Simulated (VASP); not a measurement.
# AlN (P6_3/mmc) in VASP: further runs

The runs below take AlN through relaxation of cell and atoms, with PBEsol, LDA.

Everything below comes from runs of VASP 6.6.1. Logs are shortened: lines on timing, memory, paths and dates and some standing lists are left out, and cuts for length are marked.

## 1. The crystal as given

It takes space group P6_3/mmc (No. 194, hexagonal). Conventional cell: a = 3.312 Å, b = 3.312 Å, c = 4.188 Å, α = 90.00°, β = 90.00°, γ = 120.00°. Al (site symmetry -6m2) is surrounded by 5 N at 1.91 to 2.09 Å. N (site symmetry -6m2) is surrounded by 5 Al at 1.91 to 2.09 Å.

Measurements of this composition are mostly on another form, of space group No. 186.

## 2. Relaxation of cell and atoms, PBEsol

The input, INCAR:

```
  PREC = Accurate
  ENCUT = 600
  EDIFF = 1E-7
  ISMEAR = 0
  SIGMA = 0.02
  LREAL = F
  LASPH = T
  NELM = 100
  ALGO = Normal
  ISIF = 3
  LWAVE = F
  LCHARG = F
  GGA = PS
  IBRION = 2
  NSW = 90
  EDIFFG = -0.005
```

The input, KPOINTS:

```
Automatic mesh
0
Gamma
  9 9 6
```

The input, POSCAR:

```
AlN
1.0
    3.3121157400      0.0000000000      0.0000000000
   -1.6560578700      2.8683763700      0.0000000000
    0.0000000000      0.0000000000      4.1875630000
Al N
2 2
Direct
    0.3333333300      0.6666666700      0.7500000000
    0.6666666700      0.3333333300      0.2500000000
    0.3333333300      0.6666666700      0.2500000000
    0.6666666700      0.3333333300      0.7500000000
```

Potentials or basis: VASP PAW PBE potentials, release 64 (Al, N).

The run is started by

```sh
$ cat potpaw_PBE.64/Al/POTCAR potpaw_PBE.64/N/POTCAR > POTCAR
$ mpirun -np 1 vasp_std > vasp.out
```

OUTCAR:

```text
PREC = Accurate
   ENCUT = 600
   EDIFF = 1E-7
   ISMEAR = 0
   LREAL = F
   LASPH = T
   NELM = 100
   ISIF = 3
   GGA = PS
   IBRION = 2
   NSW = 90
   EDIFFG = -0.005

 ion  position               nearest neighbor table
   1  0.333  0.667  0.750-   4 1.91   4 1.91   4 1.91   3 2.09   3 2.09   2 2.84   2 2.84   2 2.84
                             2 2.84   2 2.84   2 2.84
   2  0.667  0.333  0.250-   3 1.91   3 1.91   3 1.91   4 2.09   4 2.09   1 2.84   1 2.84   1 2.84
                             1 2.84   1 2.84   1 2.84
   3  0.333  0.667  0.250-   2 1.91   2 1.91   2 1.91   1 2.09   1 2.09
   4  0.667  0.333  0.750-   1 1.91   1 1.91   1 1.91   2 2.09   2 2.09

  LATTYP: Found a hexagonal cell.
 ALAT       =     3.3121157400
 C/A-ratio  =     1.2643166268

  Lattice vectors:

 A1 = (   3.3121157400,   0.0000000000,   0.0000000000)
 A2 = (  -1.6560578700,   2.8683763700,   0.0000000000)
 A3 = (   0.0000000000,   0.0000000000,   4.1875630000)

Analysis of symmetry for initial positions (statically):
=====================================================================
 Subroutine PRICEL returns:
 Original cell was already a primitive cell.

 Routine SETGRP: Setting up the symmetry group for a
 hexagonal supercell.

 Subroutine GETGRP returns: Found 24 space group operations
 (whereof 12 operations were pure point group operations)
 out of a pool of 24 trial point group operations.

The static configuration has the point symmetry D_3d.
 The point group associated with its full space group is D_6h.

Analysis of symmetry for dynamics (positions and initial velocities):
=====================================================================
 Subroutine PRICEL returns:
 Original cell was already a primitive cell.

 Routine SETGRP: Setting up the symmetry group for a
 hexagonal supercell.

 Subroutine GETGRP returns: Found 24 space group operations
 (whereof 12 operations were pure point group operations)
 out of a pool of 24 trial point group operations.

The dynamic configuration has the point symmetry D_3d.
 The point group associated with its full space group is D_6h.

 Subroutine INISYM returns: Found 24 space group operations
 (whereof 12 operations are pure point group operations),
 and found     1 'primitive' translations

----------------------------------------------------------------------------------------

                                     Primitive cell

  volume of cell :      39.7835

  direct lattice vectors                    reciprocal lattice vectors
     3.312115740  0.000000000  0.000000000     0.301921816  0.174314642  0.000000000
    -1.656057870  2.868376370  0.000000000     0.000000000  0.348629284  0.000000000
     0.000000000  0.000000000  4.187563000     0.000000000  0.000000000  0.238802377

  length of vectors
     3.312115740  3.312115739  4.187563000     0.348629284  0.348629284  0.238802377

  position of ions in fractional coordinates (direct lattice)
     0.333333330  0.666666670  0.750000000
     0.666666670  0.333333330  0.250000000
     0.333333330  0.666666670  0.250000000
     0.666666670  0.333333330  0.750000000

  ion indices of the primitive-cell ions
   primitive index   ion index
                 1           1
                 2           2
                 3           3
                 4           4

----------------------------------------------------------------------------------------

 KPOINTS: Automatic mesh

Automatic generation of k-mesh.
 Grid dimensions read from file:
 generate k-points for:    9    9    6

 Generating k-lattice:

  Cartesian coordinates                     Fractional coordinates (reciprocal lattice)
     0.033546868  0.019368294  0.000000000     0.111111111  0.000000000  0.000000000
     0.000000000  0.038736587  0.000000000     0.000000000  0.111111111  0.000000000
     0.000000000  0.000000000  0.039800396     0.000000000  0.000000000  0.166666667

  Length of vectors
     0.038736587  0.038736587  0.039800396

  Shift w.r.t. Gamma in fractional coordinates (k-lattice)
     0.000000000  0.000000000  0.000000000

 Subroutine IBZKPT returns following result:
 ===========================================

 Found     48 irreducible k-points:

 Following reciprocal coordinates:
            Coordinates               Weight
  0.000000  0.000000  0.000000      1.000000
  0.111111  0.000000  0.000000      6.000000
  0.222222 -0.000000  0.000000      6.000000
  0.333333  0.000000  0.000000      6.000000
  0.444444 -0.000000  0.000000      6.000000
  0.111111  0.111111  0.000000      6.000000
[... 16 lines left out ...]
  0.333333  0.222222  0.166667     24.000000
  0.333333  0.333333  0.166667      4.000000
 [... further k-points ...]
   k-points           NKPTS =     48   k-points in BZ     NKDIM =     48   number of bands    NBANDS=     12
   number of dos      NEDOS =    301   number of ions     NIONS =      4
   total plane-waves  NPLWV =  28224
   dimension x,y,z NGX =    28 NGY =   28 NGZ =   36
   dimension x,y,z NGXF=    56 NGYF=   56 NGZF=   72
   ions per type =               2   2
   NGX,Y,Z   is equivalent  to a cutoff of  14.05, 14.05, 14.29 a.u.
   NGXF,Y,Z  is equivalent  to a cutoff of  28.11, 28.11, 28.58 a.u.
 SYSTEM =  unknown system
   PREC   = accura    normal or accurate (medium, high low for compatibility)
   ISTART =      0    job   : 0-new  1-cont  2-samecut
   ICHARG =      2    charge: 1-file 2-atom 10-const
   ISPIN  =      1    spin polarized calculation?
   LNONCOLLINEAR =      F non collinear calculations
   LSORBIT =      F    spin-orbit coupling
   LASPH  =      T    aspherical Exc in radial PAW
   ENCUT  =  600.0 eV  44.10 Ry    6.64 a.u.   6.62  6.62  8.36*2*pi/ulx,y,z
   NELM   =    100;   NELMIN=  2; NELMDL= -5     # of ELM steps
   EDIFF  = 0.1E-06   stopping-criterion for ELM
   LREAL  =      F    real-space projection
   EDIFFG = -.5E-02   stopping-criterion for IOM
   NSW    =     90    number of steps for IOM
   IBRION =      2    ionic relax: 0-MD 1-quasi-New 2-CG
   NFREE  =      1    steps in history (QN), initial steepest desc. (CG)
   ISIF   =      3    stress and relaxation
   ISYM   =      2    0-nonsym 1-usesym 2-fastsym
   POTIM  = 0.5000    time-step for ionic-motion
   TEBEG  =    0.0;   TEEND  =   0.0 temperature during run
   PSTRESS=    0.0 pullay stress
   NELECT =      16.0000    total number of electrons
   NUPDOWN=      -1.0000    fix difference up-down
   EMIN   =  10.00;   EMAX   =-10.00  energy-range for DOS
   EFERMI =   0.00;   METHOD = LEGACY
   ISMEAR =     0;   SIGMA  =   0.02  broadening in eV -4-tet -1-fermi 0-gaus
   EFERMI_NEDOS =   21; number of points for ismear=-14 and -15
   IALGO  =     38    algorithm
   IMIX   =      4    mixing-type and parameters
     AMIX     =   0.40;   BMIX     =  1.00
     AMIX_MAG =   1.60;   BMIX_MAG =  1.00
  volume/ion in A,a.u.               =       9.95        67.12
  Fermi-wavevector in a.u.,A,eV,Ry     =   1.208409  2.283561 19.867928  1.460251
  Thomas-Fermi vector in A             =   2.344017
   LORBIT       =      0    0 simple, 1 ext, 2 COOP (PROOUT), +10 PAW based schemes
   GGA     = PS    functional components
   LHFCALC =     F    Hartree Fock is set to
   AEXX    =    0.0000 exact exchange contribution
   IVDW    =     0    specifies the selected vdW correction
   LEPSILON=     F    determine dielectric tensor
   LRPA    =     F    only Hartree local field effects (RPA)
 conjugate gradient relaxation of ions
 non-spin polarized calculation
 Gauss-broadening in eV      SIGMA  =   0.02
  energy-cutoff  :      600.00
  volume of cell :       39.78
 maximum number of plane-waves:      1355
 NGX is ok and might be reduce to    28
   NGX = 13   NGY = 13   NGZ = 17

--------------------------------------- Ionic step        1  -------------------------------------------

 number of electron      16.0000002 magnetization

 Free energy of the ion-electron system (eV)
  ---------------------------------------------------
  ext. energy  EPLUGINS =         0.00000000
  ---------------------------------------------------
  free energy    TOTEN  =       -30.94109223 eV

  energy without entropy =      -30.94109223  energy(sigma->0) =      -30.94109223

------------------------ aborting loop because EDIFF is reached ----------------------------------------

  FORCE on cell =-STRESS in cart. coord.  units (eV):
  Direction    XX          YY          ZZ          XY          YZ          ZX
  --------------------------------------------------------------------------------------
  -------------------------------------------------------------------------------------
  Total       -0.8332261     -0.8332261     -1.0529664      0.0000000      0.0000000      0.0000000
  in kB      -33.5560191    -33.5560191    -42.4054897      0.0000000      0.0000000      0.0000000
  external PRESSURE =     -36.5058426 kB  Pullay stress =       0.0000000 kB
[... 137 lines left out ...]
  energy  without entropy=      -30.9500817938  energy(sigma->0) =      -30.95008179

--------------------------------------- Ionic step        5  -------------------------------------------

 number of electron      16.0000002 magnetization

 Free energy of the ion-electron system (eV)
  ---------------------------------------------------
  ext. energy  EPLUGINS =         0.00000000
  ---------------------------------------------------
  free energy    TOTEN  =       -30.95023676 eV

  energy without entropy =      -30.95023676  energy(sigma->0) =      -30.95023676

 E-fermi :   8.2084     XC(G=0): -11.4349

 val. band max:        8.0369115306   @ k =   0.0000   0.0000   0.0000
 cond. band min:      11.3832379895   @ k =   0.0000   0.0000   0.0000
 fundamental gap:      3.3463264589
 Fermi energy:         8.2084086059

 k-point     1 :       0.0000    0.0000    0.0000
  band No.  band energies     occupation
      1      -8.8486      2.00000
      2      -5.0371      2.00000
      3       1.0473      2.00000
      4       4.7045      2.00000
      5       4.7045      2.00000
      6       6.4337      2.00000
      7       6.4337      2.00000
      8       8.0369      2.00000
      9      11.3832      0.00000
     10      12.5243      0.00000
     11      16.2553      0.00000
     12      16.2553      0.00000
[... 331 lines left out ...]
 k-point    24 :       0.3333    0.3333    0.1667
  band No.  band energies     occupation
      1      -6.1742      2.00000
      2      -6.1742      2.00000
      3       1.3732      2.00000
      4       2.4231      2.00000
      5       2.4231      2.00000
      6       5.0273      2.00000
      7       5.4379      2.00000
      8       5.4379      2.00000
      9      13.7306      0.00000
     10      14.2227      0.00000
     11      16.9654      0.00000
     12      16.9654      0.00000

 [... further k-points ...]

------------------------ aborting loop because EDIFF is reached ----------------------------------------

  FORCE on cell =-STRESS in cart. coord.  units (eV):
  Direction    XX          YY          ZZ          XY          YZ          ZX
  --------------------------------------------------------------------------------------
  -------------------------------------------------------------------------------------
  Total        0.0065957      0.0065957      0.0075072      0.0000000      0.0000000      0.0000000
  in kB        0.2706285      0.2706285      0.3080275      0.0000000      0.0000000      0.0000000
  external PRESSURE =       0.2830948 kB  Pullay stress =       0.0000000 kB
[... 19 lines left out ...]
  FREE ENERGIE OF THE ION-ELECTRON SYSTEM (eV)
  ---------------------------------------------------
  free  energy   TOTEN  =       -30.9502367610 eV

  energy  without entropy=      -30.9502367610  energy(sigma->0) =      -30.95023676

 reached required accuracy - stopping structural energy minimisation
```

Wall time 34 s (1 thread of AMD EPYC 9R45 (Zen 5), shared host); peak memory 0.15 GiB.

Results:

```
Free energy                            : -30.9502 eV
Relaxed volume                         : 9.76 Å³/atom
Relaxed cell                           : a = 3.301 Å, b = 3.301 Å, c = 4.138 Å, α = 90.00°, β = 90.00°, γ = 120.00°
Space group after relaxing (to 0.05 Å) : P6_3/mmc (No. 194)
Energy gained by relaxing              : 2.3 meV/atom
Ionic steps                            : 5
Pressure after relaxing                : 0.0 GPa
Band gap on the k mesh                 : 3.35 eV, direct
```

Step by step:
| step | energy change (eV) | largest force (eV/Å) | pressure (GPa) | volume (Å³) |
| --- | --- | --- | --- | --- |
| 1 | 0.0000 | 0.0000 | -3.65 | 39.78 |
| 2 | -0.0025 | 0.0000 | 3.36 | 38.49 |
| 3 | -0.0084 | 0.0000 | 0.08 | 39.07 |
| 4 | -0.0090 | 0.0000 | 0.04 | 39.06 |
| 5 | -0.0091 | 0.0000 | 0.03 | 39.05 |

Final structure:
```
CELL_PARAMETERS angstrom
3.30078 0.00000 0.00000
-1.65039 2.85856 0.00000
0.00000 0.00000 4.13843
ATOMIC_POSITIONS crystal
Al 0.33333 0.66667 0.75000
Al 0.66667 0.33333 0.25000
N 0.33333 0.66667 0.25000
N 0.66667 0.33333 0.75000
```

Caveat: the PAW data sets were made with another functional, which shifts forces and pressure a little. PBEsol gaps usually lie below the measured ones, often by a third to a half.

## 3. Relaxation of cell and atoms, LDA

Changes to INCAR since step 2:

```diff
@@ -12,3 +12,2 @@
   LCHARG = F
-  GGA = PS
   IBRION = 2
```

KPOINTS is that of step 2.

POSCAR is that of step 2.

Potentials or basis: VASP PAW LDA potentials, release 64 (Al, N).

The run is started by

```sh
$ cat potpaw_LDA.64/Al/POTCAR potpaw_LDA.64/N/POTCAR > POTCAR
$ mpirun -np 1 vasp_std > vasp.out
```

Run time: 47 s. Hardware: 1 thread of AMD EPYC 9R45 (Zen 5), shared host; peak memory 0.13 GiB.

It converged, with:

```
Free energy                            : -32.4863 eV
Relaxed volume                         : 9.55 Å³/atom
Relaxed cell                           : a = 3.279 Å, b = 3.279 Å, c = 4.102 Å, α = 90.00°, β = 90.00°, γ = 120.00°
Space group after relaxing (to 0.05 Å) : P6_3/mmc (No. 194)
Energy gained by relaxing              : 10.8 meV/atom
Ionic steps                            : 9
Pressure after relaxing                : 0.0 GPa
Band gap on the k mesh                 : 3.61 eV, direct
```

The path:
```csv
step,energy change (eV),largest force (eV/Å),pressure (GPa),volume (Å³)
1,0.0000,0.0000,-8.28,39.78
2,-0.0066,0.0000,8.66,36.90
3,-0.0414,0.0000,-0.01,38.24
4,-0.0414,0.0000,0.16,38.21
5,-0.0428,0.0000,0.17,38.18
6,-0.0431,0.0000,0.20,38.16
7,-0.0431,0.0000,0.20,38.16
8,-0.0431,0.0000,-0.21,38.23
9,-0.0431,0.0000,0.00,38.19
```

Final structure:
```yaml
crystal:
  lattice:
    - [3.27900, 0.00000, 0.00000]
    - [-1.63950, 2.83970, 0.00000]
    - [0.00000, 0.00000, 4.10170]
  atoms:
    - { symbol: Al, position: [0.33333, 0.66667, 0.75000] }
    - { symbol: Al, position: [0.66667, 0.33333, 0.25000] }
    - { symbol: N, position: [0.33333, 0.66667, 0.25000] }
    - { symbol: N, position: [0.66667, 0.33333, 0.75000] }
```

Levels at points of the mesh, in eV from the valence-band top:
```tsv
k point	band 4	band 5	band 6	band 7	band 8	band 9	band 10	band 11	band 12
(0.00, 0.00, 0.00)	-3.38	-3.38	-1.62	-1.62	0.00	3.61	4.58	8.24	8.24
(0.00, 0.00, 0.50)	-3.72	-2.55	-2.55	-2.55	-2.55	5.86	5.86	8.40	8.40
```

Caveat: an odd mesh through Γ misses points on the zone boundary, where band edges often lie. LDA gaps usually lie below the measured ones, often by a third to a half.
